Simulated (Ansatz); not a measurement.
# GdN (rocksalt): a single-point run

Wanted: a converged single-point run for GdN (rocksalt), and a check of what comes out. The structure is shown as the input types it.

Computed with Ansatz 0.2.0 (DFT PBE+U, scalar-relativistic, plane waves, PAW, unless a step's input says otherwise).

1 further run of the same task is left out (it didn't finish).

## 1. The structure to begin with

Symmetry: Fm-3m, No. 225, cubic system. The conventional cell has a = 5.002 Å, b = 5.002 Å, c = 5.002 Å, α = 90.00°, β = 90.00°, γ = 90.00°. Gd (site symmetry m-3m) has 6 N at 2.50 Å as nearest neighbours. N (site symmetry m-3m) is surrounded by 6 Gd at 2.50 Å.

Coordinates:

```cif
data_structure
_symmetry_space_group_name_H-M 'P 1'
_symmetry_Int_Tables_number 1
_cell_length_a 3.5371
_cell_length_b 3.5371
_cell_length_c 3.5371
_cell_angle_alpha 60.000
_cell_angle_beta 60.000
_cell_angle_gamma 60.000
_cell_volume 31.29
loop_
_atom_site_label
_atom_site_type_symbol
_atom_site_fract_x
_atom_site_fract_y
_atom_site_fract_z
_atom_site_occupancy
Gd1 Gd 0.50000 0.50000 0.50000 1
N1 N 0.00000 0.00000 0.00000 1
```

## 2. Running it

The input, input.yaml:

```yaml
crystal:
  lattice:
    - [0.0, 2.5011167849, 2.5011167849]
    - [2.5011167849, 0.0, 2.5011167849]
    - [2.5011167849, 2.5011167849, 0.0]
  atoms:
    - { symbol: Gd, position: [0.5, 0.5, 0.5], spin: 7.0 }
    - { symbol: "N", position: [0.0, 0.0, 0.0] }
basis:
  ecutwfc: 420
  ecutrho_ratio: 4
kpoints:
  mp_grid: { grid: [10, 10, 10] }
hamiltonian:
  xc: pbe
  hubbard: { sites: [{ species: Gd, l: f, u_eff: 6.0 }] }
scf:
  occupations: { method: gaussian, width: 0.05 }
  mixing: { algorithm: anderson, beta: 0.001, ndim: 1 }
  max_iter: 50
output:
  forces: true
  stress: true
magnetization:
  spin_polarized: true
```

Command:

```bash
$ ansatz run input.yaml --threads 2 --pin off --max-ram 2662MiB --backend cpu --events-out ev --progress --plain --runs-dir out
```

**Question.** How will this run end, and is anything wrong with its input?

The program finished normally, with warnings (filled band counts differ across k points, stability check not made). Convergence says nothing about whether the input makes sense.

The suspect setting: scf.mixing.algorithm is anderson; scf.mixing.beta is 0.001; scf.mixing.ndim is 1. What could go wrong: mixing too weak. The residual crept for many cycles and then fell at once, which so weak a step can't do by itself: the program changed its mixing. Several mixing settings were changed at once, so this run can't tell how much each is to blame.

To check: delete scf.mixing.algorithm, scf.mixing.beta and scf.mixing.ndim (the default then holds).
